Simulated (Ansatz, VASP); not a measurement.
## Ba in VASP and in Ansatz

INCAR

```
SYSTEM = Ba
PREC = Accurate ; ENCUT = 520
EDIFF = 1E-6 ; ISMEAR = 0
SIGMA = 0.15 ; LREAL = .False.
LASPH = .True. ; NELM = 100
ALGO = Fast ; ISIF = 2
LWAVE = .False. ; LCHARG = .False.
GGA = PE ; NBANDS = 11
```

The input KPOINTS:

```
regular mesh
0
Gamma
  14 14 14
  0 0 0
```

Contents of POSCAR:

```
Ba
1.0
    0.0000000000      3.1723323880      3.1723323880
    3.1723323880      0.0000000000      3.1723323880
    3.1723323880      3.1723323880      0.0000000000
Ba
1
Direct
    0.0000000000      0.0000000000      0.0000000000
```

Input for Ansatz:

```yaml
crystal:
  lattice:
    - [0.0, 3.172332388, 3.172332388]
    - [3.172332388, 0.0, 3.172332388]
    - [3.172332388, 3.172332388, 0.0]
  atoms:
    - { symbol: Ba, position: [0.0, 0.0, 0.0] }
basis:
  ecutwfc: 420
kpoints:
  mp_grid: { grid: [14, 14, 14] }
hamiltonian:
  xc: pbe
scf:
  occupations: { method: gaussian, width: 0.15 }
output:
  forces: true
  stress: true
  eigenvalues: true
  write_density: true
  write_potential: true
  elf: true
  volumetric_format: npy
```

This isn't the form of Ba at room conditions, which is bcc.

Alike in both runs: task single point; functional PBE; k mesh 14 × 14 × 14; occupations gaussian, width 0.15 eV; no spin polarisation.

|  | VASP | Ansatz |
| --- | --- | --- |
| version | VASP 6.6.1 | Ansatz 0.2.0 |
| potentials or method | VASP PAW PBE potentials, release 64 (Ba_sv) | scalar-relativistic, plane waves, PAW |
| plane-wave cutoff (eV) | 520 | 420 |
| valence electrons in the cell | 10 | 10 |

VASP gave:

* gap on the k mesh at the Fermi level (eV): none
* pressure (GPa): 0.1

Which values does Ansatz return?

gap on the k mesh at the Fermi level (eV): none; pressure (GPa): 0.0.

A gap of «none» marks a metal or a gap that the smearing closes.

The runs have no spin-orbit coupling, so splittings on Ba are missing.
